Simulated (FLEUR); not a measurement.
# BAs (F-43m) in FLEUR: a series of runs, part 2 of 2

FLEUR MaX-R8.1 (later development tree). The steps go on from the part before.

### Step 3. Equation of state, r2SCAN, 12.81 Å³/atom (volume scaled by 0.94)

Changes to inp.xml since step 2:

```diff
@@ -6,3 +6,3 @@
    <calculationSetup>
-      <cutoffs Kmax="4.78" Gmax="14.8" GmaxXC="14.8" numbands="0"/>
+      <cutoffs Kmax="4.92" Gmax="15.3" GmaxXC="15.3" numbands="0"/>
       <scfLoop itmax="60" minDistance="0.00001" maxIterBroyd="15" imix="Anderson" alpha="0.05" precondParam="0.0" spinf="2.0" sdNocoIR="T"/>
@@ -27,3 +27,3 @@
       <xi:include xmlns:xi="http://www.w3.org/2001/XInclude" href="sym.xml"> </xi:include>
-      <bulkLattice scale="1.0">
+      <bulkLattice scale="0.9795861087">
          <bravaisMatrix>
@@ -37,3 +37,3 @@
       <species name="Arsenic (As)" element="As" atomicNumber="33">
-         <mtSphere radius="2.05" gridPoints="677" logIncrement="0.018"/>
+         <mtSphere radius="1.99" gridPoints="677" logIncrement="0.018"/>
          <atomicCutoffs lmax="8" lnonsphr="6"/>
@@ -54,3 +54,3 @@
       <species name="Boron (B)" element="B" atomicNumber="5">
-         <mtSphere radius="1.57" gridPoints="519" logIncrement="0.02"/>
+         <mtSphere radius="1.52" gridPoints="519" logIncrement="0.02"/>
          <atomicCutoffs lmax="8" lnonsphr="6"/>
```

Potentials or basis: all-electron, FLAPW.

Run with:

```
> inpgen -f crystal.txt -profile fastHighL
> # inp.xml edited to the form shown
> fleur_MPI
```

Run time: 86 s. Hardware: 1 thread of Intel Xeon Platinum 8259CL at 2.50GHz (Skylake/Cascade Lake), shared host; peak memory 0.08 GiB.

It converged, with:

* Free energy: -62209.5385 eV
* Band gap on the k mesh: 1.30 eV, indirect (least direct gap 3.51 eV)
* Valence electrons inside the program's atomic spheres: As 18.46; B 1.36 (radii As 1.99, B 1.52 bohr)

Caveat: the meta-GGA is that of a development version, with a GGA for the radial functions and cores and without core tails.

### Step 4. Equation of state, r2SCAN, 13.08 Å³/atom (volume scaled by 0.96)

Changes to inp.xml since step 3:

```diff
@@ -27,3 +27,3 @@
       <xi:include xmlns:xi="http://www.w3.org/2001/XInclude" href="sym.xml"> </xi:include>
-      <bulkLattice scale="0.9795861087">
+      <bulkLattice scale="0.9864848297">
          <bravaisMatrix>
```

Run with:

```
> inpgen -f crystal.txt -profile fastHighL
> # inp.xml edited to the form shown
> fleur_MPI
```

Wall time 96 s (1 thread of Intel Xeon Platinum 8259CL at 2.50GHz (Skylake/Cascade Lake), shared host); peak memory 0.09 GiB.

It converged, with:

| Item | Value |
| --- | --- |
| Free energy | -62209.5687 eV |
| Band gap on the k mesh | 1.32 eV, indirect (least direct gap 3.49 eV) |
| Valence electrons inside the program's atomic spheres | As 18.45; B 1.34 (radii As 1.99, B 1.52 bohr) |

Caveat: the meta-GGA is that of a development version, with a GGA for the radial functions and cores and without core tails.

### Step 5. Equation of state, r2SCAN, 13.63 Å³/atom

Changes to inp.xml since step 4:

```diff
@@ -27,3 +27,3 @@
       <xi:include xmlns:xi="http://www.w3.org/2001/XInclude" href="sym.xml"> </xi:include>
-      <bulkLattice scale="0.9864848297">
+      <bulkLattice scale="1.0000000000">
          <bravaisMatrix>
```

Run with:

```
> inpgen -f crystal.txt -profile fastHighL
> # inp.xml edited to the form shown
> fleur_MPI
```

Run time: 2 min. Hardware: 1 thread of Intel Xeon Platinum 8259CL at 2.50GHz (Skylake/Cascade Lake), shared host; peak memory 0.09 GiB.

Results (log left out):

| Quantity | Value |
| --- | --- |
| Free energy | -62209.5942 eV |
| Band gap on the k mesh | 1.37 eV, indirect (least direct gap 3.44 eV) |
| Valence electrons inside the program's atomic spheres | As 18.41; B 1.30 (radii As 1.99, B 1.52 bohr) |

Caveat: the meta-GGA is that of a development version, with a GGA for the radial functions and cores and without core tails.

### Step 6. Equation of state, r2SCAN, 14.17 Å³/atom (volume scaled by 1.04)

Changes to inp.xml since step 5:

```diff
@@ -27,3 +27,3 @@
       <xi:include xmlns:xi="http://www.w3.org/2001/XInclude" href="sym.xml"> </xi:include>
-      <bulkLattice scale="1.0000000000">
+      <bulkLattice scale="1.0131594038">
          <bravaisMatrix>
```

Potentials or basis: all-electron, FLAPW.

Run with:

```
> inpgen -f crystal.txt -profile fastHighL
> # inp.xml edited to the form shown
> fleur_MPI
```

Run time: 2.1 min. Hardware: 1 thread of Intel Xeon Platinum 8259CL at 2.50GHz (Skylake/Cascade Lake), shared host; peak memory 0.09 GiB.

It converged, with:

```
Free energy                                           : -62209.5807 eV
Band gap on the k mesh                                : 1.40 eV, indirect (least direct gap 3.39 eV)
Valence electrons inside the program's atomic spheres : As 18.38; B 1.27 (radii As 1.99, B 1.52 bohr)
```

Caveat: the meta-GGA is that of a development version, with a GGA for the radial functions and cores and without core tails.

### Step 7. Equation of state, r2SCAN, 14.44 Å³/atom (volume scaled by 1.06)

Changes to inp.xml since step 6:

```diff
@@ -27,3 +27,3 @@
       <xi:include xmlns:xi="http://www.w3.org/2001/XInclude" href="sym.xml"> </xi:include>
-      <bulkLattice scale="1.0131594038">
+      <bulkLattice scale="1.0196128224">
          <bravaisMatrix>
```

Run with:

```
> inpgen -f crystal.txt -profile fastHighL
> # inp.xml edited to the form shown
> fleur_MPI
```

Wall time 2.1 min (1 thread of Intel Xeon Platinum 8259CL at 2.50GHz (Skylake/Cascade Lake), shared host); peak memory 0.09 GiB.

The run converged. Its results:

* Free energy: -62209.5616 eV
* Band gap on the k mesh: 1.42 eV, indirect (least direct gap 3.37 eV)
* Valence electrons inside the program's atomic spheres: As 18.37; B 1.25 (radii As 1.99, B 1.52 bohr)

Caveat: the meta-GGA is that of a development version, with a GGA for the radial functions and cores and without core tails.

### Step 8. Equation of state, r2SCAN

This step only gathers the single runs of the series.

What came out:

```yaml
Equilibrium_volume: 13.69 Å³/atom
Bulk_modulus: 140 GPa
```

Energy against volume, from the lowest point:
```csv
volume (Å³/atom),energy (meV/atom)
12.809,27.87
13.081,12.76
13.626,0.00
14.171,6.73
14.444,16.30
```

Caveat: the meta-GGA is that of a development version, with a GGA for the radial functions and cores and without core tails.

### Step 9. Comparison with measurements

Step 8. A measured bulk modulus of BAs is 148 GPa (quoted in “Basic Physical Properties of Cubic Boron Arsenide”, 2019, arxiv:1911.11281); the calculated 140 GPa misses it by -5.2 %. The fit is for a static lattice scaled at fixed shape and fixed fractional positions.
